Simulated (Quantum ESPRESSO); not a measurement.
# Hf under changes of volume

One of the cells (22.380 Å³/atom); the others are scaled copies at fixed shape and fractional positions:

```
Hf
1.0
     3.19670    0.00000    0.00000
    -1.59835    2.76842    0.00000
     0.00000    0.00000    5.05780
Hf
2
Direct
  0.66667 0.33333 0.75000
  0.33333 0.66667 0.25000
```

| Property | Result |
| --- | --- |
| Program | Quantum ESPRESSO 7.5 |
| Functional | PBEsol |
| Potentials or basis | GBRV 1.5 PBEsol |
| Cutoff | 612 eV |
| Density cutoff | 4898 eV |
| k mesh | 10 × 10 × 5 |
| Occupations | fermi-dirac, width 0.05 eV |
| Spin | no spin polarisation |

```csv
volume (Å³/atom),energy over the lowest point (meV/atom),pressure (GPa)
21.037,5.75,3.1
21.485,0.00,0.6
21.933,?,?
22.380,8.35,-3.9
22.828,21.30,-5.8
23.276,39.45,-7.6
23.723,62.33,-9.2
```

Question: What does the run at 21.933 Å³/atom give?

Answer: Energy over the lowest point 1.06 meV/atom; pressure -1.8 GPa.

Worked out: A Birch-Murnaghan fit of order 3 (a polynomial in V^(-2/3)) to the other rows has its minimum at 21.63 Å³/atom with B0 = V·E''(V) = 114 GPa and B' = 3.3 at fixed shape and positions, which overstates the stiffness. It gives 1.08 meV/atom at 21.933 Å³/atom, against the run's 1.06, and -dE/dV = -1.5 GPa, against -1.8.

Energies are extrapolated to zero smearing.
